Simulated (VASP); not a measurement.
Output of a VASP run:

**OUTCAR**
```
 ion  position               nearest neighbor table
   1  0.000  0.000  0.000-
   2  0.500  0.500  0.500-   3 3.10   4 3.10   5 3.10   5 3.10   3 3.10   4 3.10
   3  0.500  0.000  0.500-   2 3.10   2 3.10
   4  0.000  0.500  0.500-   2 3.10   2 3.10
   5  0.500  0.500  0.000-   2 3.10   2 3.10
  LATTYP: Found a simple cubic cell.
 ALAT       =     6.2088593499
 Subroutine PRICEL returns:
 Original cell was already a primitive cell.
 Subroutine GETGRP returns: Found 48 space group operations
The static configuration has the point symmetry O_h .
The dynamic configuration has the point symmetry O_h .
 Subroutine INISYM returns: Found 48 space group operations
 Subroutine IBZKPT returns following result:
 Found     10 irreducible k-points:

 Following reciprocal coordinates:
            Coordinates               Weight
  0.000000  0.000000  0.000000      1.000000
  0.250000  0.000000  0.000000      6.000000
  0.500000  0.000000  0.000000      3.000000
  0.250000  0.250000  0.000000     12.000000
  0.500000  0.250000  0.000000     12.000000
  0.500000  0.500000  0.000000      3.000000
  0.250000  0.250000  0.250000      8.000000
  0.500000  0.250000  0.250000     12.000000
  0.500000  0.500000  0.250000      6.000000
  0.500000  0.500000  0.500000      1.000000
   k-points           NKPTS =     10   k-points in BZ     NKDIM =     10   number of bands    NBANDS=     26
   number of dos      NEDOS =    601   number of ions     NIONS =      5
   total plane-waves  NPLWV =  74088
   dimension x,y,z NGX =    42 NGY =   42 NGZ =   42
   dimension x,y,z NGXF=    84 NGYF=   84 NGZF=   84
   ions per type =               1   1   3
   PREC   = accura    normal or accurate (medium, high low for compatibility)
   ISTART =      0    job   : 0-new  1-cont  2-samecut
   ICHARG =      2    charge: 1-file 2-atom 10-const
   ISPIN  =      1    spin polarized calculation?
   LNONCOLLINEAR =      F non collinear calculations
   LSORBIT =      F    spin-orbit coupling
   INIWAV =      1    electr: 0-lowe 1-rand  2-diag
   ENCUT  =  400.0 eV  29.40 Ry    5.42 a.u.  10.13 10.13 10.13*2*pi/ulx,y,z
   NELM   =    100;   NELMIN=  2; NELMDL= -5     # of ELM steps
   EDIFF  = 0.1E-06   stopping-criterion for ELM
   LREAL  =      F    real-space projection
   NLSPLINE    = F    spline interpolate recip. space projectors
   LMAXMIX     =    4 max onsite mixed and CHGCAR
   VOSKOWN=      0    Vosko Wilk Nusair interpolation
   EDIFFG = 0.1E-05   stopping-criterion for IOM
   NSW    =      0    number of steps for IOM
   NBLOCK =      1;   KBLOCK =      1    inner block; outer block
   IBRION =     -1    ionic relax: 0-MD 1-quasi-New 2-CG
   NFREE  =      0    steps in history (QN), initial steepest desc. (CG)
   ISIF   =      2    stress and relaxation
   ISYM   =      2    0-nonsym 1-usesym 2-fastsym
   TEIN   =    0.0    initial temperature
   TEBEG  =    0.0;   TEEND  =   0.0 temperature during run
   SMASS  =  -3.00    Nose mass-parameter (am)
   PSTRESS=    0.0 pullay stress
   NELECT =      44.0000    total number of electrons
   EFERMI =   0.00;   METHOD = LEGACY
   ISMEAR =    -5;   SIGMA  =   0.20  broadening in eV -4-tet -1-fermi 0-gaus
   IALGO  =     38    algorithm
   LDIAG  =      T    sub-space diagonalisation (order eigenvalues)
   IMIX   =      4    mixing-type and parameters
     AMIX     =   0.40;   BMIX     =  1.00
     AMIX_MAG =   1.60;   BMIX_MAG =  1.00
     AMIN     =   0.10
   GGA     = PS    functional components
   VOSKOWN =     0    Vosko Wilk Nusair interpolation
   LHFCALC =     F    Hartree Fock is set to
   LHFONE  =     F    Hartree Fock one center treatment
   AEXX    =    0.0000 exact exchange contribution
   IVDW    =     0    specifies the selected vdW correction
   LEPSILON=     F    determine dielectric tensor
   LRPA    =     F    only Hartree local field effects (RPA)
  energy-cutoff  :      400.00
  volume of cell :      239.35
      direct lattice vectors                 reciprocal lattice vectors
...
```

**OSZICAR**
```
       N       E                     dE             d eps       ncg     rms          rms(c)
DAV:   1     0.340048414688E+03    0.34005E+03   -0.15461E+04   520   0.119E+03
DAV:   2     0.211079790488E+02   -0.31894E+03   -0.31446E+03   654   0.289E+02
DAV:   3    -0.138536864120E+02   -0.34962E+02   -0.34873E+02   638   0.105E+02
DAV:   4    -0.152809269380E+02   -0.14272E+01   -0.14254E+01   784   0.298E+01
DAV:   5    -0.152932295696E+02   -0.12303E-01   -0.12297E-01   674   0.200E+00    0.379E+00
DAV:   6    -0.150236588778E+02    0.26957E+00   -0.46950E-01   734   0.486E+00    0.247E+00
DAV:   7    -0.149914710986E+02    0.32188E-01   -0.31146E-01   704   0.289E+00    0.954E-01
DAV:   8    -0.149951693130E+02   -0.36982E-02   -0.42377E-02   602   0.180E+00    0.233E-01
DAV:   9    -0.149948803815E+02    0.28893E-03   -0.46501E-03   666   0.659E-01    0.915E-02
DAV:  10    -0.149950409835E+02   -0.16060E-03   -0.55718E-04   592   0.136E-01    0.418E-02
DAV:  11    -0.149950714902E+02   -0.30507E-04   -0.26573E-04   712   0.139E-01    0.304E-02
DAV:  12    -0.149950731415E+02   -0.16513E-05   -0.25639E-05   662   0.295E-02    0.237E-02
DAV:  13    -0.149950723005E+02    0.84101E-06   -0.32528E-06   674   0.136E-02    0.810E-03
DAV:  14    -0.149950721247E+02    0.17582E-06   -0.11280E-06   700   0.875E-03    0.162E-03
DAV:  15    -0.149950722418E+02   -0.11713E-06   -0.41481E-07   598   0.527E-03    0.225E-03
DAV:  16    -0.149950722275E+02    0.14330E-07   -0.56401E-08   336   0.256E-03
   1 F= -.14995072E+02 E0= -.14995072E+02  d E =0.000000E+00
```

OUTCAR:
```
------------------------ aborting loop because EDIFF is reached ----------------------------------------
  FORCE on cell =-STRESS in cart. coord.  units (eV):
  Direction    XX          YY          ZZ          XY          YZ          ZX
  --------------------------------------------------------------------------------------
  Total        0.6753363      0.6753363      0.6753363      0.0000000      0.0000000     -0.0000000
  in kB        4.5205907      4.5205907      4.5205907      0.0000000      0.0000000     -0.0000000
  external PRESSURE =       4.5205907 kB  Pullay stress =       0.0000000 kB
  volume of cell :      239.35
      direct lattice vectors                 reciprocal lattice vectors
     6.208859350  0.000000000  0.000000000     0.161060179  0.000000000  0.000000000
     0.000000000  6.208859350  0.000000000     0.000000000  0.161060179  0.000000000
     0.000000000  0.000000000  6.208859350     0.000000000  0.000000000  0.161060179
 POSITION                                       TOTAL-FORCE (eV/Angst)
 -----------------------------------------------------------------------------------
      0.00000      0.00000      0.00000         0.000000      0.000000      0.000000
      3.10443      3.10443      3.10443         0.000000      0.000000      0.000000
      3.10443      0.00000      3.10443         0.000000      0.000000      0.000000
      0.00000      3.10443      3.10443         0.000000      0.000000      0.000000
      3.10443      3.10443      0.00000         0.000000      0.000000      0.000000
 -----------------------------------------------------------------------------------
    total drift:                                0.000000     -0.000000     -0.000000
  FREE ENERGIE OF THE ION-ELECTRON SYSTEM (eV)
  ---------------------------------------------------
  free  energy   TOTEN  =       -14.9950722275 eV

  energy  without entropy=      -14.9950722275  energy(sigma->0) =      -14.99507223

 total charge

# of ion       s       p       d       tot
------------------------------------------
    1        1.848   4.698   0.012   6.558
    2        1.477   0.538   9.845  11.860
    3        1.505   2.793   0.009   4.307
    4        1.505   2.793   0.009   4.307
    5        1.505   2.793   0.009   4.307
--------------------------------------------------
tot          7.839  13.615   9.885  31.339
```
(Selected blocks of OUTCAR.)

### POSCAR
```
CsPbI3
1
    6.2088593499    -0.0000000000     0.0000000000
   -0.0000000000     6.2088593499    -0.0000000000
    0.0000000000    -0.0000000000     6.2088593499
Cs Pb I
1 1 3
Direct
  0.0000000000   0.0000000000   0.0000000000
  0.5000000000   0.5000000000   0.5000000000
  0.5000000000   0.0000000000   0.5000000000
  0.0000000000   0.5000000000   0.5000000000
  0.5000000000   0.5000000000   0.0000000000
```

Task: Reconstruct the remaining input files.

Result: Several could match; the one computed here: the input of the run itself, PBEsol GGA, plane waves, VASP's PBE PAW potentials (set 64).

**INCAR**
```
SYSTEM = CsPbI3
PREC = Accurate
ENCUT = 400
EDIFF = 1E-7
NELM = 100
ALGO = Normal
LREAL = .FALSE.
LASPH = .TRUE.
ISMEAR = -5
GGA = PS
LMAXMIX = 4
LWAVE = .FALSE.
LCHARG = .TRUE.
LORBIT = 11
NEDOS = 601
ISIF = 2
LEFG = .TRUE.
```

File KPOINTS:
```
Automatic mesh
0
Gamma
4 4 4
0 0 0
```

POTCAR, in this order: Cs_sv Pb_d I (PBE.64 set). Program: vasp_std.

The compound is CsPbI3 in the cubic perovskite structure, the ideal cubic form; the compound distorts at low or room temperature. It was relaxed first.
